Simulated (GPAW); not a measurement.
# MnSn2 (I4/mcm) in GPAW: reference runs

Reference runs on MnSn2: the cell as given.

Everything below comes from runs of GPAW 26.7.0. Logs are shortened: lines on timing, memory, paths and dates and some standing lists are left out, and cuts for length are marked. The log counts tension as positive stress, the text compression.

**1. The structure**

Symmetry: I4/mcm, No. 140, tetragonal system. The conventional cell has a = 6.659 Å, b = 6.659 Å, c = 5.447 Å, α = 90.00°, β = 90.00°, γ = 90.00°. Sn (site symmetry m2m) is surrounded by 4 Mn at 2.84 Å and 3 Sn at 3.06 to 3.19 Å. Mn (site symmetry 422) has 2 Mn at 2.72 Å and 8 Sn at 2.84 Å as nearest neighbours.

**2. Single point, PBEsol, collinear spin, ferromagnetic start**

run.py reads:

```python
from ase import Atoms
from ase.dft.bandgap import bandgap
from ase.io import write
from ase.units import GPa
from gpaw import GPAW, PW, setup_paths

setup_paths.insert(0, '.')

atoms = Atoms(['Sn', 'Sn', 'Sn', 'Sn', 'Mn', 'Mn'],
              cell=[[-3.3295, 3.3295, 2.7235],
                    [3.3295, -3.3295, 2.7235],
                    [3.3295, 3.3295, -2.7235]],
              scaled_positions=[[0.8377, 0.6623, 0.5],
                                [0.3377, 0.8377, 0.1754],
                                [0.1623, 0.3377, 0.5],
                                [0.6623, 0.1623, 0.8246],
                                [0.75, 0.75, 0.0],
                                [0.25, 0.25, 0.0]],
              pbc=True)
atoms.set_initial_magnetic_moments([0.0, 0.0, 0.0, 0.0, 4.0, 4.0])

calc = GPAW(mode=PW(600),
            xc='PBEsol',
            kpts={'size': (6, 6, 6), 'gamma': True},
            occupations={'name': 'fermi-dirac', 'width': 0.05},
            nbands=67,
            convergence={'density': 1e-05, 'energy': 1e-05},
            maxiter=150,
            txt='gpaw.txt')
atoms.calc = calc
energy = atoms.get_potential_energy()
forces = atoms.get_forces()
stress = atoms.get_stress()
calc.write('gs.gpw')
write('result.traj', atoms)
print(f'Energy: {energy:.6f} eV')
print('Forces (eV/A):')
print(forces.round(4))
print('Stress (GPa):', (stress / GPa).round(3))
print('Moments:', calc.get_magnetic_moments().round(3))
print('Fermi level:', round(calc.get_fermi_level(), 4), 'eV')
print(f'Gap: {bandgap(calc)[0]:.4f} eV, direct: {bandgap(calc, direct=True)[0]:.4f} eV')
```

Potentials or basis: PAW data sets generated in the run's folder for this functional, pw.

The run is started by

```bash
$ gpaw-setup -f PBEsol Mn Sn
$ OMP_NUM_THREADS=1 python run.py
```

gpaw.txt:

```text
__  _  _
 | _ |_)|_||  |
 |__||  | ||/\| - 26.7.0

Input parameters:
  mode=PW(ecut=600.0),
  convergence={'density': 1e-05, 'energy': 1e-05},
  kpts=MonkhorstPack(size=(6, 6, 6), gamma=True),
  maxiter=150,
  nbands=67,
  occupations=Occupations(name='fermi-dirac', width=0.05),
  xc=XC(name='PBEsol')

Diagonalizing LCAO Hamiltonian
Converting LCAO to pw mode

        Mn  Sn

            Snn
        Mn
              Sn

Atoms  # Å, Bohr magnetons
|   | symbol |         x |         y |         z |    initial magnetic moments |
|---|--------|-----------|-----------|-----------|-----------------------------|
| 0 |     Sn |  1.080756 |  2.248744 |  2.723500 | ( 0.0000,  0.0000,  0.0000) |
| 1 |     Sn |  2.248744 | -1.080756 |  2.723500 | ( 0.0000,  0.0000,  0.0000) |
| 2 |     Sn |  2.248744 |  1.080756 |  0.000000 | ( 0.0000,  0.0000,  0.0000) |
| 3 |     Sn |  1.080756 |  4.410256 | -0.000000 | ( 0.0000,  0.0000,  0.0000) |
| 4 |     Mn | -0.000000 |  0.000000 |  4.085250 | ( 0.0000,  0.0000,  4.0000) |
| 5 |     Mn |  0.000000 |  0.000000 |  1.361750 | ( 0.0000,  0.0000,  4.0000) |

Unit cell  # Å
| periodic |         x |         y |         z |  lengths |     angles |
|----------|-----------|-----------|-----------|----------|------------|
|      yes | -3.329500 |  3.329500 |  2.723500 | 5.439540 | 104.518122 |
|      yes |  3.329500 | -3.329500 |  2.723500 | 5.439540 | 104.518122 |
|      yes |  3.329500 |  3.329500 | -2.723500 | 5.439540 | 119.909243 |

Number of symmetries: 8
Symmetry operations  # r_c * U_cc + t_c -> r_c
|   | kind |            matrix            |
|---|------|------------------------------|
| 0 |  C4  |  1, 1, 1,  0, 0,-1, -1, 0, 0 |
| 1 |  E   |  1, 0, 0,  0, 1, 0,  0, 0, 1 |
| 2 |  C2  |  0, 1, 0,  1, 0, 0, -1,-1,-1 |
| 3 |  S4  |  0, 0, 1, -1,-1,-1,  0, 1, 0 |
| 4 |  C4  |  0, 0,-1,  1, 1, 1,  0,-1, 0 |
| 5 |  σ   |  0,-1, 0, -1, 0, 0,  1, 1, 1 |
| 6 |  i   | -1, 0, 0,  0,-1, 0,  0, 0,-1 |
| 7 |  S4  | -1,-1,-1,  0, 0, 1,  1, 0, 0 |

BZ-sampling:
  Number of BZ points: 216
  Number of IBZ points: 36

  Monkhorst-Pack size: [6, 6, 6]
  Monkhorst-Pack shift: [0.08333333333333333, 0.08333333333333333, 0.08333333333333333]

K-points  # in reciprocal-cell coordinates
|     |                                coordinates |     weight |
|-----|--------------------------------------------|------------|
|   0 | (  0.00000000,   0.00000000,   0.00000000) | 0.00462963 |
|   1 | (  0.16666667,  -0.16666667,   0.00000000) | 0.01851852 |
|   2 | (  0.16666667,  -0.16666667,   0.16666667) | 0.01851852 |
|   3 | (  0.16666667,   0.00000000,   0.00000000) | 0.03703704 |
|   4 | (  0.16666667,   0.16666667,  -0.16666667) | 0.00925926 |
|   5 | (  0.33333333,  -0.33333333,  -0.16666667) | 0.01851852 |
|   6 | (  0.33333333,  -0.33333333,   0.00000000) | 0.01851852 |
|   7 | (  0.33333333,  -0.33333333,   0.16666667) | 0.01851852 |
|   8 | (  0.33333333,  -0.33333333,   0.33333333) | 0.01851852 |
|   9 | (  0.33333333,  -0.16666667,  -0.16666667) | 0.03703704 |
| ... |                                            |            |
|  35 | (  0.50000000,   0.50000000,   0.50000000) | 0.00462963 |

Plane wave coefficients: 4054
Cutoff: 600.0 eV
[... 67 lines left out ...]
    |   3d |  5.000 |      -6.794 |    1.138 |
    |    d |        |      20.417 |    1.138 |

    Using partial waves for Mn as LCAO basis

Reference energy: -734710.238740  # eV

eigensolver:
  PPCG
  Converge bands: occupied
  niter=2

density mixing:
  MSR1-Mixer
  Pratt-step length: 0.05
  Maximum mixing coefficient: 0.75
  Old densities: 10
  SVD Regularization: 0.005
  Good broyden scale: 1.0
  Trust region scale: 1.0
  Backstep threshold: 4.0
  History deletion threshold: 6.0
  Fourier metric: weight=20.0, sigma=0.015

occupation numbers:
  Fermi-Dirac:
    width: 0.0500  # eV

poisson solver:
  ecut: 4800.0  # eV

xc functional:
  name: PBEsol with 2 nearest neighbor stencil

convergence criteria:
- Maximum integral of absolute [dens]ity change: 1e-05 electrons / valence electron
- Maximum [total energy] change in last 3 cyles: 1e-05 eV / valence electron
- Maximum integral of absolute [eigenst]ate change: 4e-08 eV^2 / valence electron
maximum number of iterations: 150

SCF iterations
|iter     | |      energy | eigst |  dens |  magmom |
|---------|-|-------------|-------|-------|---------|
|iter:   1| |  -40.463369 | +0.44 |       |  +8.0167|
|iter:   2| |  -39.021207 | -1.34 | -1.02 |  +7.8564|
|iter:   3| |  -38.413498 | -2.04 | -1.17 |  +7.4204|
|iter:   4| |  -38.452971 | -2.33 | -1.37 |  +6.6196|
|iter:   5| |  -38.587344 | -2.53 | -1.57 |  +5.6448|
|iter:   6| |  -38.654224 | -3.01 | -1.91 |  +4.6764|
|iter:   7| |  -38.661834 | -3.84 | -2.29 |  +4.4019|
|iter:   8| |  -38.663816 | -4.23 | -2.43 |  +4.3231|
|iter:   9| |  -38.663936 | -4.91 | -2.87 |  +4.3431|
|iter:  10| |  -38.663997c| -5.91 | -3.52 |  +4.3642|
|iter:  11| |  -38.663995c| -6.78 | -3.95 |  +4.3683|
|iter:  12| |  -38.663993c| -7.47c| -4.56 |  +4.3694|
|iter:  13| |  -38.663993c| -8.09c| -5.25c|  +4.3692|

Converged in 13 steps
Energy contributions relative to reference atoms: (reference = -734710.238740)

Energy contributions:
  Kinetic:          11.551427
  Coulomb:          -7.734540
  Zero:              0.298959
  External:          0.000000
  Xc:              -42.762736
  Entropy:          -0.034204
  Spinorbit:         0.000000
  ----------------------------
  Free energy:     -38.681095
  Extrapolated:    -38.663993

dipole moment: (-14.906146, -14.906146, 12.193101)  # |e|*Ang

Total magnetic moment: (0.000000, 0.000000, 4.369166)

Local magnetic moments
|        x |        y |         z |
|----------|----------|-----------|
| 0.000000 | 0.000000 | -0.073875 |  # Sn   0
| 0.000000 | 0.000000 | -0.073875 |  # Sn   1
| 0.000000 | 0.000000 | -0.073875 |  # Sn   2
| 0.000000 | 0.000000 | -0.073875 |  # Sn   3
| 0.000000 | 0.000000 |  2.373188 |  # Mn   4
| 0.000000 | 0.000000 |  2.373188 |  # Mn   5

Fermi level: 8.528
Eigenvalues  # (at kpt = [0.000, 0.000, 0.000])
| band index |      eig [eV] | occ [0-1] |      eig [eV] | occ [0-1] |
|------------|---------------|-----------|---------------|-----------|
|          0 |       -71.297 |     1.000 |       -68.692 |     1.000 |
|        ... |               |           |               |           |
|         36 |         5.917 |     1.000 |         6.366 |     1.000 |
|         37 |         6.060 |     1.000 |         6.366 |     1.000 |
|         38 |         6.400 |     1.000 |         6.684 |     1.000 |
|         39 |         6.400 |     1.000 |         6.922 |     1.000 |
|         40 |         6.868 |     1.000 |         7.642 |     1.000 |
|         41 |         6.869 |     1.000 |         7.898 |     1.000 |
[... 8 lines left out ...]
|         50 |        11.723 |     0.000 |        12.857 |     0.000 |
|         51 |        12.800 |     0.000 |        12.857 |     0.000 |
|        ... |               |           |               |           |
|         66 |        22.297 |     0.000 |        22.522 |     0.000 |

No gap
No difference between direct/indirect transitions

Forces  # eV/Ang
|        x |        y |        z |
|----------|----------|----------|
|  0.14122 | -0.14134 | -0.00000 |  # Sn   0
| -0.14134 | -0.14122 |  0.00000 |  # Sn   1
| -0.14122 |  0.14134 |  0.00000 |  # Sn   2
|  0.14134 |  0.14122 |  0.00000 |  # Sn   3
| -0.00000 |  0.00000 | -0.00011 |  # Mn   4
| -0.00000 |  0.00000 |  0.00011 |  # Mn   5

Stress tensor  # eV/Ang^3
|        x |        y |        z |
|----------|----------|----------|
| 0.037351 | 0.000000 | 0.000000 |
| 0.000000 | 0.037351 | 0.000000 |
| 0.000000 | 0.000000 | 0.035708 |

# Writing to gs.gpw (mode='')
```

stdout:

```text
Energy: -38.663993 eV
Forces (eV/A):
[[ 1.412e-01 -1.413e-01 -0.000e+00]
 [-1.413e-01 -1.412e-01  0.000e+00]
 [-1.412e-01  1.413e-01  0.000e+00]
 [ 1.413e-01  1.412e-01  0.000e+00]
 [-0.000e+00  0.000e+00 -1.000e-04]
 [-0.000e+00  0.000e+00  1.000e-04]]
Stress (GPa): [5.984 5.984 5.721 0.    0.    0.   ]
Moments: [-0.074 -0.074 -0.074 -0.074  2.373  2.373]
Fermi level: 8.5284 eV
Gap: 0.0000 eV, direct: 0.0000 eV
```

It took 7.1 min on 1 thread of Arm Neoverse V2, shared host; peak memory 0.57 GiB.

Results:

* Free energy: -38.6811 eV
* Pressure: -5.9 GPa
* Largest force: 0.200 eV/Å
* Band gap on the k mesh: none (metal or under the smearing width)
* Net moment: 4.37 μB per cell
* Site moments: Sn -0.07; Mn +2.37 μB

Forces on the atoms (eV/Å):
```
Sn   0.141 -0.141  0.000
Sn  -0.141 -0.141  0.000
Sn  -0.141  0.141  0.000
Sn   0.141  0.141  0.000
Mn   0.000  0.000  0.000
Mn   0.000  0.000  0.000
```

Levels at points of the mesh, in eV from the Fermi level:
Spin up:
```tsv
k point	band 43	band 44	band 45	band 46	band 47	band 48
(0.00, 0.00, 0.00)	-1.51	-1.12	-0.91	-0.91	0.06	0.07
(0.50, 0.00, 0.50)	-1.11	-1.11	0.01	0.01	1.68	1.68
(0.50, 0.50, 0.00)	-1.42	-0.99	-0.91	0.32	0.83	0.91
(0.50, 0.50, 0.50)	-0.99	0.12	0.37	1.46	2.45	2.46
```
Spin down:
```
           k point  band 39  band 40  band 41  band 42  band 43  band 44
(0.00, 0.00, 0.00)    -1.84    -1.61    -0.89    -0.63     0.23     0.52
(0.50, 0.00, 0.50)    -0.46    -0.46     0.38     0.38     0.93     0.93
(0.50, 0.50, 0.00)    -1.59    -0.69    -0.08     0.05     0.46     1.48
(0.50, 0.50, 0.50)    -0.34    -0.12     0.61     0.82     1.45     1.45
```
